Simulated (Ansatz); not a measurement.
**Prototype screening**

These are results of Ansatz, DFT PBEsol, scalar-relativistic, plane waves, PAW, not measurements. Settings: cutoff 420 eV, Γ-centred meshes no coarser than 0.19 Å⁻¹ for metals and 0.3 Å⁻¹ for insulators (2π included), Gaussian smearing.

Each formula was placed on the sites of the named type and relaxed at zero pressure without lowering the symmetry. No run is spin-polarised. The smearing is 0.1 eV for metals and 0.01 to 0.02 eV otherwise. Energies over the elements count from the elements' standard structures at the same level, with no empirical corrections.

For metals, differences of a few meV/atom aren't resolved.

```csv
formula,started on type,final group,a or a / b (Å),c (Å),V (Å³/atom),E over elements (eV/atom),gap on mesh (eV)
Si,trigonal selenium,Pm-3m,2.51,2.51,15.9,0.26,0.00
Si,beta-tungsten (A15),Pm-3n,4.87,4.87,14.4,0.47,0.00
Si,bcc,Im-3m,3.06,3.06,14.3,0.39,0.00
Si,indium (bct),I4/mmm,2.55,4.38,14.3,0.40,0.00
```